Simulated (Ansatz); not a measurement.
# Nickel, bcc under r²SCAN: ground state and equation of state, part 2 of 2

What does r²SCAN give for nickel in the bcc structure? We relax it, solve it on a dense k-mesh, switch on spin-orbit coupling, then scale the cell to 7 volumes from 88 to 112 % of the relaxed one and try a fit of the equation of state. The start is ferromagnetic. The k-meshes are 16×16×16 for the relaxation; 26×26×26 for the dense run; 16×16×16 for spin-orbit coupling; 18×18×18 for the volumes.

Ansatz 0.2.0; DFT, r2SCAN, plane waves (500 eV) with PAW, scalar-relativistic.

## Step 6: Equation of state: 92 %

This is Ni in the bcc structure; at room conditions it is fcc.

Input file input.yaml:

```yaml
crystal:
  lattice:
    - [-1.3445437515, 1.3445437515, 1.3445437515]
    - [1.3445437515, -1.3445437515, 1.3445437515]
    - [1.3445437515, 1.3445437515, -1.3445437515]
  atoms:
    - { symbol: Ni, position: [0.0, 0.0, 0.0], spin: 0.685 }
hamiltonian:
  xc: r2scan
  pseudopotentials:
    kind: paw
    azcp:
      Ni: "pseudopotentials/Ni.paw.azcp"
basis:
  ecutwfc: 500
  fft_grid_basis: typed
kpoints:
  mp_grid: { grid: [18, 18, 18], shift: [0, 0, 0] }
magnetization:
  spin_polarized: true
scf:
  occupations: { method: fermi_dirac, width: 0.05 }
  lower_state_search: "off"
output:
  stress: true
```

The run is started by

```sh
$ ansatz run input.yaml --threads 1 --pin off --max-ram 3584MiB --backend cpu --events-out ev --progress --plain --runs-dir out
```

Log (excerpt; [...] marks lines left out):

```text
[...]
Pseudopotentials: kind: paw
Pseudopotential: Ni, paw, valence charge 18, recommended cutoff 500 eV (meta_gga), <dir>
Functional definition: r2SCAN
[...]
Crystal: 1 atoms, lattice volume = 9.723 Å³
Basis set: ecut = 500 eV, 249 PW (Γ), exchange–correlation on 72×72×72 points (64 copies of the dense FFT grid, shifted against one another)
Bands: 14, of which v1, the nominal top of the filled ones, is band 9 counted from 1 (8 counted from 0)
Symmetry: 48 space group operations
Space group: Im-3m (ITA 229), of the structure as read, at distance tolerance 2.1e-5 Å
Magnetic group: BNS 229.140 (UNI 1642), of the structure as read, at distance tolerance 2.1e-5 Å
k-points: 195 of 5832
[...]
Starting moments: Σ|m| = 0.685 μB on 1 of 1 site
[...]
this state was not tested for a lower state beside it, because the mixer in use, unlike msr1, does not test its closes by its own steps (another_mixer; see scf.mixing.algorithm and scf.lower_state_search)
SCF converged after 15 iterations
Magnetization: 0.5954 μB (9.2977 up, 8.7023 down)
Absolute magnetization: 0.7067 μB (∫|ρ↑−ρ↓|, with the PAW one-centre terms)
Spin contamination: 0.0123 ħ² per cell (⟨S²⟩ above its minimum at these occupations)
Per-site moments (μB) at R_I (Å): [(0.6449427409425017, 0.9606374623713708)]
Free energy (F): -5845.120440 eV
[...]
E sigma→0 (E₀):  -5845.116268 eV
Entropy (-TS):   -0.008343 eV (-8.343 meV/atom)
Fermi energy:    20.574319 eV
[...]
--- Stress (GPa, compression-positive) ---
       22.389225      -0.000000       0.000000
        0.000000      22.389225       0.000000
        0.000000      -0.000000      22.389225
  P = ⅓ Tr σ = 22.3892 GPa (223.892 kbar)
```

Wall time 24 s (1 thread of Intel Xeon Platinum 8259CL at 2.50GHz (Skylake/Cascade Lake), shared host); peak memory 0.46 GiB.

## Step 7: Equation of state: 96 %

input.yaml, as its differences from that of step 6:

```diff
@@ -2,5 +2,5 @@
   lattice:
-    - [-1.3445437515, 1.3445437515, 1.3445437515]
-    - [1.3445437515, -1.3445437515, 1.3445437515]
-    - [1.3445437515, 1.3445437515, -1.3445437515]
+    - [-1.3637541148, 1.3637541148, 1.3637541148]
+    - [1.3637541148, -1.3637541148, 1.3637541148]
+    - [1.3637541148, 1.3637541148, -1.3637541148]
   atoms:
```

The run is started by

```sh
$ ansatz run input.yaml --threads 1 --pin off --max-ram 3584MiB --backend cpu --events-out ev --progress --plain --runs-dir out
```

Log (excerpt; [...] marks lines left out):

```text
[...]
[... 3 set-up lines as earlier in the session ...]
[...]
Crystal: 1 atoms, lattice volume = 10.145 Å³
Basis set: ecut = 500 eV, 249 PW (Γ), exchange–correlation on 72×72×72 points (64 copies of the dense FFT grid, shifted against one another)
Bands: 14, of which v1, the nominal top of the filled ones, is band 9 counted from 1 (8 counted from 0)
[... 2 set-up lines as earlier in the session ...]
Magnetic group: BNS 229.140 (UNI 1642), of the structure as read, at distance tolerance 2.2e-5 Å
k-points: 195 of 5832
[...]
Starting moments: Σ|m| = 0.685 μB on 1 of 1 site
[...]
this state was not tested for a lower state beside it, because the mixer in use, unlike msr1, does not test its closes by its own steps (another_mixer; see scf.mixing.algorithm and scf.lower_state_search)
SCF converged after 17 iterations
Magnetization: 0.6088 μB (9.3044 up, 8.6956 down)
Absolute magnetization: 0.7294 μB (∫|ρ↑−ρ↓|, with the PAW one-centre terms)
Spin contamination: 0.0136 ħ² per cell (⟨S²⟩ above its minimum at these occupations)
Per-site moments (μB) at R_I (Å): [(0.6619566221915036, 0.9743627090441969)]
Free energy (F): -5845.162530 eV
[...]
E sigma→0 (E₀):  -5845.158318 eV
Entropy (-TS):   -0.008423 eV (-8.423 meV/atom)
Fermi energy:    19.528765 eV
[...]
--- Stress (GPa, compression-positive) ---
        9.993692       0.000000      -0.000000
        0.000000       9.993692      -0.000000
        0.000000      -0.000000       9.993692
  P = ⅓ Tr σ = 9.9937 GPa (99.937 kbar)
```

It took 22 s on 1 thread of Intel Xeon Platinum 8259CL at 2.50GHz (Skylake/Cascade Lake), shared host; peak memory 0.45 GiB.

## Step 8: Equation of state: 100 %

input.yaml, as its differences from that of step 7:

```diff
@@ -2,5 +2,5 @@
   lattice:
-    - [-1.3637541148, 1.3637541148, 1.3637541148]
-    - [1.3637541148, -1.3637541148, 1.3637541148]
-    - [1.3637541148, 1.3637541148, -1.3637541148]
+    - [-1.3824379998, 1.3824379998, 1.3824379998]
+    - [1.3824379998, -1.3824379998, 1.3824379998]
+    - [1.3824379998, 1.3824379998, -1.3824379998]
   atoms:
@@ -25 +25,5 @@
   stress: true
+  write_density: true
+  write_potential: true
+  elf: true
+  volumetric_format: npy
```

The run is started by

```sh
$ ansatz run input.yaml --threads 1 --pin off --max-ram 3584MiB --backend cpu --events-out ev --progress --plain --runs-dir out
```

Log (excerpt; [...] marks lines left out):

```text
[...]
[... 3 set-up lines as earlier in the session ...]
[...]
Crystal: 1 atoms, lattice volume = 10.568 Å³
Basis set: ecut = 500 eV, 249 PW (Γ), exchange–correlation on 72×72×72 points (64 copies of the dense FFT grid, shifted against one another)
Bands: 14, of which v1, the nominal top of the filled ones, is band 9 counted from 1 (8 counted from 0)
[... 2 set-up lines as earlier in the session ...]
Magnetic group: BNS 229.140 (UNI 1642), of the structure as read, at distance tolerance 2.2e-5 Å
k-points: 195 of 5832
[...]
Starting moments: Σ|m| = 0.685 μB on 1 of 1 site
[...]
SCF converged after 17 iterations
Magnetization: 0.6221 μB (9.3110 up, 8.6890 down)
Absolute magnetization: 0.7512 μB (∫|ρ↑−ρ↓|, with the PAW one-centre terms)
Spin contamination: 0.0150 ħ² per cell (⟨S²⟩ above its minimum at these occupations)
Per-site moments (μB) at R_I (Å): [(0.6785042144630052, 0.987711802261591)]
Free energy (F): -5845.175464 eV
[...]
E sigma→0 (E₀):  -5845.171204 eV
Entropy (-TS):   -0.008519 eV (-8.519 meV/atom)
Fermi energy:    18.566905 eV
[...]
--- Stress (GPa, compression-positive) ---
        0.191776      -0.000000       0.000000
        0.000000       0.191776       0.000000
       -0.000000       0.000000       0.191776
  P = ⅓ Tr σ = 0.1918 GPa (1.918 kbar)
--- Band table (eV; the first three rows and the last of 390) ---
  k-point 0 ↑: bands = ["-88.8087", "-47.5713", "-47.5713", "-47.5713", "9.0301", "15.8173", "15.8173", "15.8173", "17.3996", "17.3996", "46.0644", "46.0644", "46.0644", "51.1986"]
[...]
```

It took 26 s on 1 thread of Intel Xeon Platinum 8259CL at 2.50GHz (Skylake/Cascade Lake), shared host; peak memory 0.47 GiB.

The maps below are laid out on this run's own conventional cell (a, b, c = 2.765, 2.765, 2.765 Å).

Density in a lattice plane of the grid's cell (edges 2.76 and 2.76 Å, at 0.000 of the third edge), which holds Ni. It is the smooth density of the valence electrons, not physical close to the nuclei.

Ten even steps from ' ' (0.24 e/Å³) to '@' (60.69 e/Å³):
```
##**==::..                              ..::==**
++==--::..                              ..::--==
::::....                                  ....::
..                                              
                                                
                                                
                                                
                                                
                                                
                                                
                                                
                                                
                                                
                                                
                                                
..                                              
::::....                                  ....::
++==--::..                              ..::--==
##**==::..                              ..::==**
@@%%**--..                              ..--**%%
```
Columns run along the first of these edges and rows up along the second, over one cell in 24 and 20 even steps from the bottom left corner. Atoms in the plane (fractional): Ni at (0.00, 0.00).

Spin density (up less down) in a lattice plane of the grid's cell (edges 2.76 and 2.76 Å, at 0.000 of the third edge), which holds Ni.

Ten even steps from ' ' (-0.01 e/Å³) to '@' (2.94 e/Å³):
```
##**==::..                              ..::==**
====--....                              ....--==
........                                  ......
                                                
                                                
                                                
                                                
                                                
                                                
                                                
                                                
                                                
                                                
                                                
                                                
                                                
........                                  ......
====--....                              ....--==
##**==::..                              ..::==**
@@%%++--..                              ..--++%%
```
Columns run along the first of these edges and rows up along the second, over one cell in 24 and 20 even steps from the bottom left corner. Atoms in the plane (fractional): Ni at (0.00, 0.00).

## Step 9: Equation of state: 104 %

input.yaml, as its differences from that of step 8:

```diff
@@ -2,5 +2,5 @@
   lattice:
-    - [-1.3824379998, 1.3824379998, 1.3824379998]
-    - [1.3824379998, -1.3824379998, 1.3824379998]
-    - [1.3824379998, 1.3824379998, -1.3824379998]
+    - [-1.4006300597, 1.4006300597, 1.4006300597]
+    - [1.4006300597, -1.4006300597, 1.4006300597]
+    - [1.4006300597, 1.4006300597, -1.4006300597]
   atoms:
```

The run is started by

```sh
$ ansatz run input.yaml --threads 1 --pin off --max-ram 3584MiB --backend cpu --events-out ev --progress --plain --runs-dir out
```

Log (excerpt; [...] marks lines left out):

```text
[...]
[... 3 set-up lines as earlier in the session ...]
[...]
Crystal: 1 atoms, lattice volume = 10.991 Å³
Basis set: ecut = 500 eV, 321 PW (Γ), exchange–correlation on 72×72×72 points (64 copies of the dense FFT grid, shifted against one another)
Bands: 14, of which v1, the nominal top of the filled ones, is band 9 counted from 1 (8 counted from 0)
[... 2 set-up lines as earlier in the session ...]
Magnetic group: BNS 229.140 (UNI 1642), of the structure as read, at distance tolerance 2.2e-5 Å
k-points: 195 of 5832
[...]
Starting moments: Σ|m| = 0.685 μB on 1 of 1 site
[...]
SCF converged after 17 iterations
Magnetization: 0.6343 μB (9.3172 up, 8.6828 down)
Absolute magnetization: 0.7715 μB (∫|ρ↑−ρ↓|, with the PAW one-centre terms)
Spin contamination: 0.0162 ħ² per cell (⟨S²⟩ above its minimum at these occupations)
Per-site moments (μB) at R_I (Å): [(0.6938087690255699, 1.00070950072856)]
Free energy (F): -5845.165341 eV
[...]
E sigma→0 (E₀):  -5845.161013 eV
Entropy (-TS):   -0.008655 eV (-8.655 meV/atom)
Fermi energy:    17.679740 eV
[...]
--- Stress (GPa, compression-positive) ---
       -7.559770       0.000000      -0.000000
        0.000000      -7.559770       0.000000
       -0.000000       0.000000      -7.559770
  P = ⅓ Tr σ = -7.5598 GPa (-75.598 kbar)
--- Band table (eV; the first three rows and the last of 390) ---
  k-point 0 ↑: bands = ["-89.6510", "-48.4326", "-48.4326", "-48.4326", "8.4170", "15.0123", "15.0123", "15.0123", "16.5220", "16.5220", "44.7651", "44.7651", "44.7651", "49.6422"]
[...]
```

It took 26 s on 1 thread of Intel Xeon Platinum 8259CL at 2.50GHz (Skylake/Cascade Lake), shared host; peak memory 0.47 GiB.

## Step 10: Equation of state: 108 %

input.yaml, as its differences from that of step 9:

```diff
@@ -2,5 +2,5 @@
   lattice:
-    - [-1.4006300597, 1.4006300597, 1.4006300597]
-    - [1.4006300597, -1.4006300597, 1.4006300597]
-    - [1.4006300597, 1.4006300597, -1.4006300597]
+    - [-1.4183614364, 1.4183614364, 1.4183614364]
+    - [1.4183614364, -1.4183614364, 1.4183614364]
+    - [1.4183614364, 1.4183614364, -1.4183614364]
   atoms:
@@ -25,5 +25 @@
   stress: true
-  write_density: true
-  write_potential: true
-  elf: true
-  volumetric_format: npy
```

The run is started by

```sh
$ ansatz run input.yaml --threads 1 --pin off --max-ram 3584MiB --backend cpu --events-out ev --progress --plain --runs-dir out
```

Log (excerpt; [...] marks lines left out):

```text
[...]
[... 3 set-up lines as earlier in the session ...]
[...]
Crystal: 1 atoms, lattice volume = 11.414 Å³
Basis set: ecut = 500 eV, 321 PW (Γ), exchange–correlation on 72×72×72 points (64 copies of the dense FFT grid, shifted against one another)
Bands: 14, of which v1, the nominal top of the filled ones, is band 9 counted from 1 (8 counted from 0)
[... 1 set-up line as earlier in the session ...]
Space group: Im-3m (ITA 229), of the structure as read, at distance tolerance 2.3e-5 Å
Magnetic group: BNS 229.140 (UNI 1642), of the structure as read, at distance tolerance 2.3e-5 Å
k-points: 195 of 5832
[...]
Starting moments: Σ|m| = 0.685 μB on 1 of 1 site
[...]
this state was not tested for a lower state beside it, because the mixer in use, unlike msr1, does not test its closes by its own steps (another_mixer; see scf.mixing.algorithm and scf.lower_state_search)
SCF converged after 17 iterations
Magnetization: 0.6460 μB (9.3230 up, 8.6770 down)
Absolute magnetization: 0.7907 μB (∫|ρ↑−ρ↓|, with the PAW one-centre terms)
Spin contamination: 0.0175 ħ² per cell (⟨S²⟩ above its minimum at these occupations)
Per-site moments (μB) at R_I (Å): [(0.708178848284827, 1.0133780544282338)]
Free energy (F): -5845.137016 eV
[...]
E sigma→0 (E₀):  -5845.132546 eV
Entropy (-TS):   -0.008940 eV (-8.940 meV/atom)
Fermi energy:    16.859011 eV
[...]
--- Stress (GPa, compression-positive) ---
      -13.671875       0.000000       0.000000
       -0.000000     -13.671875      -0.000000
       -0.000000      -0.000000     -13.671875
  P = ⅓ Tr σ = -13.6719 GPa (-136.719 kbar)
```

Wall time 19 s (1 thread of Intel Xeon Platinum 8259CL at 2.50GHz (Skylake/Cascade Lake), shared host); peak memory 0.47 GiB.

## Step 11: Equation of state: 112 %

input.yaml, as its differences from that of step 10:

```diff
@@ -2,5 +2,5 @@
   lattice:
-    - [-1.4183614364, 1.4183614364, 1.4183614364]
-    - [1.4183614364, -1.4183614364, 1.4183614364]
-    - [1.4183614364, 1.4183614364, -1.4183614364]
+    - [-1.435660232, 1.435660232, 1.435660232]
+    - [1.435660232, -1.435660232, 1.435660232]
+    - [1.435660232, 1.435660232, -1.435660232]
   atoms:
```

The run is started by

```sh
$ ansatz run input.yaml --threads 1 --pin off --max-ram 3584MiB --backend cpu --events-out ev --progress --plain --runs-dir out
```

Log (excerpt; [...] marks lines left out):

```text
[...]
[... 3 set-up lines as earlier in the session ...]
[...]
Crystal: 1 atoms, lattice volume = 11.836 Å³
Basis set: ecut = 500 eV, 321 PW (Γ), exchange–correlation on 80×80×80 points (64 copies of the dense FFT grid, shifted against one another)
Bands: 14, of which v1, the nominal top of the filled ones, is band 9 counted from 1 (8 counted from 0)
[... 2 set-up lines as earlier in the session ...]
Magnetic group: BNS 229.140 (UNI 1642), of the structure as read, at distance tolerance 2.3e-5 Å
k-points: 195 of 5832
[...]
Starting moments: Σ|m| = 0.685 μB on 1 of 1 site
[...]
this state was not tested for a lower state beside it, because the mixer in use, unlike msr1, does not test its closes by its own steps (another_mixer; see scf.mixing.algorithm and scf.lower_state_search)
SCF converged after 17 iterations
Magnetization: 0.6606 μB (9.3303 up, 8.6697 down)
Absolute magnetization: 0.8122 μB (∫|ρ↑−ρ↓|, with the PAW one-centre terms)
Spin contamination: 0.0188 ħ² per cell (⟨S²⟩ above its minimum at these occupations)
Per-site moments (μB) at R_I (Å): [(0.725231871782027, 1.0257375414949252)]
Free energy (F): -5845.094381 eV
[...]
E sigma→0 (E₀):  -5845.089629 eV
Entropy (-TS):   -0.009504 eV (-9.504 meV/atom)
Fermi energy:    16.097497 eV
[...]
--- Stress (GPa, compression-positive) ---
      -18.443004      -0.000000      -0.000000
       -0.000000     -18.443004       0.000000
        0.000000      -0.000000     -18.443004
  P = ⅓ Tr σ = -18.4430 GPa (-184.430 kbar)
```

Wall time 21 s (1 thread of Intel Xeon Platinum 8259CL at 2.50GHz (Skylake/Cascade Lake), shared host); peak memory 0.49 GiB.

## Step 12: The equation of state

The cell was scaled evenly, with its shape and the fractional positions fixed.

| V (Å³/atom) | E − E₀ (meV/atom) | P from the stress (GPa) | P from the fit (GPa) | largest moment (μB) |
| --- | --- | --- | --- | --- |
| 9.300 | 133.9 | 38.09 | 38.09 | 0.63 |
| 9.723 | 54.9 | 22.39 | 22.37 | 0.64 |
| 10.145 | 12.9 | 9.99 | 9.98 | 0.66 |
| 10.568 | 0.0 | 0.19 | 0.17 | 0.68 |
| 10.991 | 10.2 | -7.56 | -7.59 | 0.69 |
| 11.414 | 38.7 | -13.67 | -13.74 | 0.71 |
| 11.836 | 81.6 | -18.44 | -18.61 | 0.73 |

Fit (Birch-Murnaghan, third order): V₀ = 10.577 Å³/atom, B₀ = 217 GPa, B₀′ = 4.8, largest residual 0.01 meV/atom.

## Step 13: Results

What follows sums up all 2 parts.

| quantity | value |
| --- | --- |
| space group (spins left aside) | Im-3m (No. 229) |
| conventional cell | a = 2.765 Å |
| volume | 10.568 Å³/atom |
| shortest distance | 2.394 Å |
| gap on the mesh | none (levels filled in part) |
| magnetic state | ferromagnetic, up to 0.68 μB per atom |
| relative to fcc, ferromagnetic | +120 meV/atom |
| magnetic state with spin-orbit coupling | ferromagnetic, up to 0.62 μB per atom |
| V₀, B₀, B₀′ | 10.577 Å³/atom, 217 GPa, 4.8 |

From the guessed start the volume shrank by 3.4 % in 5 steps. It lies 120 meV/atom above the element's reference form at the same level (fcc, ferromagnetic, from a run of its own). It ends ferromagnetic, with up to 0.68 μB per atom. No gap shows: it is a metal or semimetal at this level. In the spin-orbit run the largest spin moment goes from 0.68 to 0.62 μB; mesh and site projection of the two kinds of run can differ, so the change can't be laid on spin-orbit coupling. Totals with and without spin-orbit coupling (+1.5 eV/atom apart) can't be read as binding, since the two-component data shift the zero of energy. B₀ comes out at 217 GPa. Relaxation kept the symmetry; phonons were not checked.
